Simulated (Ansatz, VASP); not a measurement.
## Two plane-wave programs on As

INCAR

```
SYSTEM = As
PREC = Accurate ; ENCUT = 520
EDIFF = 1E-8 ; ISMEAR = -1
SIGMA = 0.03 ; LREAL = .FALSE.
LASPH = .TRUE. ; NELM = 80
ALGO = Normal ; ISIF = 2
LWAVE = .FALSE. ; LCHARG = .FALSE.
GGA = PS ; LEFG = .TRUE.
NBANDS = 12
```

Contents of KPOINTS:

```
Automatic mesh
0
G
  11 11 11
  0 0 0
```

Contents of POSCAR:

```
As
1.0
    1.8797494575      1.0852738553      3.4857700000
   -1.8797494575      1.0852738553      3.4857700000
    0.0000000000     -2.1705477106      3.4857700000
As
2
Direct
    0.2275400000      0.2275400000      0.2275400000
    0.7724600000      0.7724600000      0.7724600000
```

Input for Ansatz:

```yaml
crystal:
  lattice:
    - [1.8797494575, 1.0852738553, 3.48577]
    - [-1.8797494575, 1.0852738553, 3.48577]
    - [0.0, -2.1705477106, 3.48577]
  atoms:
    - { symbol: As, position: [0.22754, 0.22754, 0.22754] }
    - { symbol: As, position: [0.77246, 0.77246, 0.77246] }
kpoints:
  mp_grid: { grid: [11, 11, 11] }
  band_path:
    path:
      - [0.0, 0.0, 0.0]
      - [0.5, 0.5, 0.5]
      - [0.768709909, 0.231290091, 0.5]
      - [0.5, -0.231290091, 0.231290091]
      - [0.5, 0.0, 0.0]
      - [0.0, 0.0, 0.0]
      - [0.3656450455, -0.3656450455, 0.0]
      - [0.6343549545, 0.0, 0.3656450455]
      - [0.5, 0.0, 0.5]
    npoints: 5
scf:
  occupations: { method: fermi_dirac, width: 0.03 }
hamiltonian:
  xc: pbesol
  pseudopotentials: { kind: paw }
output:
  forces: true
  stress: true
  eigenvalues: true
  efg: { contact_densities: true }
```

Alike in both runs: task electric field gradients; functional PBEsol; k mesh 11 × 11 × 11; occupations fermi-dirac, width 0.03 eV; no spin polarisation.

|  | VASP | Ansatz |
| --- | --- | --- |
| version | VASP 6.6.1 | Ansatz 0.2.0 |
| potentials or method | VASP PAW PBE potentials, release 64 (As) | PAW with Ansatz's default frozen-core files, scalar-relativistic |
| plane-wave cutoff (eV) | 520 | 420 |
| valence electrons in the cell | 10 | 30 |

```csv
,VASP,Ansatz,Ansatz less VASP
pressure (GPa),0.5,0.1,-0.40
largest component of the traceless stress (GPa),0.91,0.80,-0.109
rms of the force components (eV/Å),0.137,0.099,-0.0381
Vzz of the field gradient on the site that differs most (V/Å²),-44.3,-47.5,-3.13
```

Atom by atom the forces differ by 0.038 eV/Å (rms over components). The two sets of potentials don't hold the same shells in valence.

Caveats: the PAW data sets were made with another functional, which shifts forces and pressure a little (VASP).
